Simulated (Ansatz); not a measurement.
**Convergence notes, G0W0 on PbTe (rocksalt)**

PbTe (rocksalt), relaxed with r2SCAN; one-shot G0W0 in Ansatz without spin-orbit coupling. No spin polarisation and no zero-point or thermal motion.

```
CELL_PARAMETERS angstrom
0.00000 3.26784 3.26784
3.26784 0.00000 3.26784
3.26784 3.26784 0.00000
ATOMIC_POSITIONS crystal
Pb 0.00000 0.00000 0.00000
Te 0.50000 0.50000 0.50000
```

Gaps are read over the mesh points alone. G0W0 values are finite-basis, finite-mesh values.
```tsv
start	potentials	frequency model	mesh	empty bands	screening cutoff (eV)	Kohn-Sham gap (eV)	G0W0 gap (eV)	rough cost
PBE	PAW	contour deformation	4×4×4	113	80	0.80	0.97	20 core-seconds
PBE	PAW	contour deformation	4×4×4	262	140	0.80	1.04	70 core-seconds
PBE	PAW	contour deformation	4×4×4	482	210	0.80	1.11	5 core-minutes
HSE06	PAW	contour deformation	4×4×4	262	140	1.20	1.20	4 core-minutes
LDA	PAW	contour deformation	4×4×4	262	140	0.71	1.01	70 core-seconds
r2SCAN	PAW	contour deformation	4×4×4	262	140	1.09	1.17	80 core-seconds
PBE	PAW	Godby-Needs pole	4×4×4	262	140	0.80	0.99	80 core-seconds
PBE	PAW	contour deformation	6×6×6	113	80	0.80	0.99	2.1 core-minutes
PBE	norm-conserving	contour deformation	4×4×4	262	140	0.80	1.02	2.8 core-minutes
```

Over the mesh points the PBE gap of 0.80 eV becomes a quasiparticle gap of 1.11 eV (direct at L), a change of +0.31 eV. Renormalisation factors Z lie between 0.67 and 0.77.

Raising bands and cutoff together moves the gap by +0.07 eV (80 to 140 eV), then +0.07 eV (140 to 210 eV); the last step is still large, so the basis limit isn't reached. Starting from HSE06 (1.20 eV against PBE's 0.80 eV) gives 1.20 eV, +0.16 eV from G0W0@PBE at the same screening cutoff. Starting from LDA (0.71 eV against PBE's 0.80 eV) gives 1.01 eV, -0.03 eV from G0W0@PBE at the same screening cutoff. Starting from r2SCAN (1.09 eV against PBE's 0.80 eV) gives 1.17 eV, +0.13 eV from G0W0@PBE at the same screening cutoff. The Godby-Needs plasmon pole differs from contour deformation by -0.05 eV. A 6×6×6 mesh in place of 4×4×4 changes the opening over PBE by +0.02 eV (the gap on the mesh by +0.02 eV). Norm-conserving potentials (wave cutoff 1120 eV against 420 eV) shift the quasiparticle gap by -0.02 eV and the PBE gap by 0.00 eV. On these meshes the dielectric constant comes out too large, which adds an error that these runs don't bound. r2SCAN runs take a wave cutoff of 500 eV.
